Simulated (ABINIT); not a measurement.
Runs of ABINIT 10.8.3 (patched build) on MgO. The structure is cubic, space group Fm-3m (No. 225). Conventional cell: a = 4.194 Å, b = 4.194 Å, c = 4.194 Å, α = 90.00°, β = 90.00°, γ = 90.00°. Mg (site symmetry m-3m) is surrounded by 6 O at 2.10 Å. Around O (site symmetry m-3m) lie 6 Mg at 2.10 Å. The cell is a database's computed one.

```csv
level,gap on the mesh (eV),pressure (GPa)
WC,4.79,2.2
TB-mBJ,7.09,-
revPBE,(b),10.1
PBE,4.86,(a)
SCAN,5.74,0.7
RPBE,4.97,11.1
PBEsol,4.76,2.2
AM05,4.84,2.9
```

Alike in all rows: task band structure; potentials or basis JTH PAW PBE v2.0; no spin polarisation; cell as given; k mesh 11 × 11 × 11; cutoff (eV) 762; smearing fermi-dirac 0.05 eV.

**Question.** Estimate the missing entries.

**Answer.** (a) 6.6; (b) 4.95.

Caveats: the PAW data sets were made with another functional, which shifts forces and pressure a little (some runs); the constant c of TB-mBJ comes from the pseudo density here, which moves gaps by up to 0.3 eV between sets of potentials (some runs).

